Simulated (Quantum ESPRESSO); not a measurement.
Crystal: PbO (Litharge).

```
CELL_PARAMETERS angstrom
3.99000 0.00000 0.00000
0.00000 3.99000 0.00000
0.00000 0.00000 5.01000
ATOMIC_POSITIONS crystal
Pb 0.50000 0.00000 0.76000
Pb 0.00000 0.50000 0.24000
O 0.50000 0.50000 0.00000
O 0.00000 0.00000 0.00000
```

Base run:

| Item | Value |
| --- | --- |
| Program | Quantum ESPRESSO 7.5 |
| Functional | PBEsol |
| Potentials or basis | GBRV 1.5 PBEsol |
| Cutoff | 612 eV |
| Density cutoff | 4898 eV |
| k mesh | 6 × 6 × 4, shifted |
| Occupations | fermi-dirac, width 0.05 eV |
| Spin | no spin polarisation |

Its results: pressure -1.2 GPa; largest force 0.364 eV/Å; electronic dielectric tensor (diagonal) 6.95, 6.95, 6.36.

Problem. After a change of settings the same cell gave: pressure -0.2 GPa; largest force 0.370 eV/Å; electronic dielectric tensor (diagonal) 6.87, 6.87, 6.25. Which change was it?
A. functional from PBEsol to LDA; potentials or basis from GBRV 1.5 PBEsol to GBRV 1.5 LDA
B. functional from PBEsol to AM05; potentials or basis from GBRV 1.5 PBEsol to GBRV 1.5 PBE
C. functional from PBEsol to BLYP; potentials or basis from GBRV 1.5 PBEsol to GBRV 1.5 PBE

Solution. B.

Caveats: the potentials were made for another functional, which shifts forces and pressure (some runs).

Runs at the PBE level aren't shown here.
